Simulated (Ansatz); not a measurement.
GaP, one cell by several methods

```
Ga P
1.0
     0.00000    2.72525    2.75250
     2.72525    0.00000    2.75250
     2.72525    2.72525    0.00000
Ga P
1 1
Direct
  0.00000 0.00000 0.00000
  0.75000 0.75000 0.75000
```

Atom numbers follow the list: Ga1, P2.

The cell is COD entry 9008846, as deposited and not checked against the literature; nothing was relaxed. The listed cell was then made from it by scaling, straining or moving an atom.

All numbers are computed: DFT, PBEsol, PAW with Ansatz's default frozen-core files, scalar-relativistic (Ansatz 0.2.0); DFT, PBEsol, all-electron LAPW, scalar-relativistic (Ansatz 0.2.0).

For PAW: a Γ-centred 12×12×12 k mesh, Fermi–Dirac smearing of 0.08 eV, cutoff 420 eV, no spin polarisation; the PAW files were made with PBE, and the program remakes their frozen cores for this functional. LAPW targets a basis error of 0.5 meV/atom. The Ansatz runs share mesh, smearing and spin set-up. Plane-wave (PAW) pressures include the program's estimate of the Pulay term.

Stress and pressure are positive in compression.

PAW results:

```json
{"quantity": "pressure (GPa)", "PAW": "-1.36"}
{"quantity": "stress xx (GPa)", "PAW": "-1.10"}
{"quantity": "stress zz (GPa)", "PAW": "-1.86"}
{"quantity": "band gap (eV)", "PAW": "1.438"}
```

Q: What does full-potential LAPW give for the same quantities?

A: 
```csv
quantity,LAPW
pressure (GPa),-1.37
stress xx (GPa),-1.12
stress zz (GPa),-1.87
band gap (eV),1.440
```
